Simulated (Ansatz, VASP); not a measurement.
# Ba: VASP beside Ansatz

```
Ba
1.0
     0.00000    3.17233    3.17233
     3.17233    0.00000    3.17233
     3.17233    3.17233    0.00000
Ba
1
Cartesian
  0.0000 0.0000 0.0000
```

This isn't the form of Ba at room conditions, which is bcc.

Alike in both runs: task single point; functional PBE; k mesh 12 × 12 × 12; occupations gaussian, width 0.15 eV; no spin polarisation.

|  | VASP | Ansatz |
| --- | --- | --- |
| version | VASP 6.6.1 | Ansatz 0.2.0 |
| potentials or method | VASP PAW PBE potentials, release 64 (Ba_sv) | scalar-relativistic, plane waves, PAW |
| plane-wave cutoff (eV) | 520 | 420 |
| valence electrons in the cell | 10 | 10 |

|  | VASP | Ansatz | Ansatz less VASP |
| --- | --- | --- | --- |
| gap on the k mesh at the Fermi level (eV) | none | none | - |
| pressure (GPa) | 0.1 | 0.0 | -0.05 |

A gap of «none» marks a metal or a gap that the smearing closes. With one functional, cell and mesh, what is left measures potentials, basis and numerics.

Spin-orbit coupling is left out, which matters for the levels of Ba.
